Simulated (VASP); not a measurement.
Here is a VASP 6.6.1 calculation.

File INCAR:

```
SYSTEM = CoSi2
PREC = Accurate
ENCUT = 520
EDIFF = 1E-6
ISMEAR = 0
SIGMA = 0.1
LREAL = .FALSE.
LASPH = .TRUE.
NELM = 100
ALGO = Fast
ISIF = 2
LWAVE = .FALSE.
LCHARG = .TRUE.
GGA = PS
LELF = .TRUE.
LVHAR = .TRUE.
NBANDS = 16
```

Contents of KPOINTS:

```
regular mesh
0
G
  6 6 6
  0 0 0
```

Contents of POSCAR:

```
CoSi2
1.0
    0.0000000000      2.6780000000      2.6780000000
    2.6780000000      0.0000000000      2.6780000000
    2.6780000000      2.6780000000      0.0000000000
Co Si
1 2
Direct
    0.0000000000      0.0000000000      0.0000000000
    0.2500000000      0.2500000000      0.2500000000
    0.7500000000      0.7500000000      0.7500000000
```

Potentials or basis: VASP PAW PBE potentials, release 64 (Co, Si).

Run with:

```sh
$ cat potpaw_PBE.64/Co/POTCAR potpaw_PBE.64/Si/POTCAR > POTCAR
$ mpirun -np 1 vasp_std > vasp.out
```

(1) What does it give for the pressure?

(2) What does it give for the band gap on the k mesh?

Results:

(1) -4.3 GPa.

(2) none (metal or under the smearing width).

Caveat: the PAW data sets were made with another functional, which shifts forces and pressure a little.
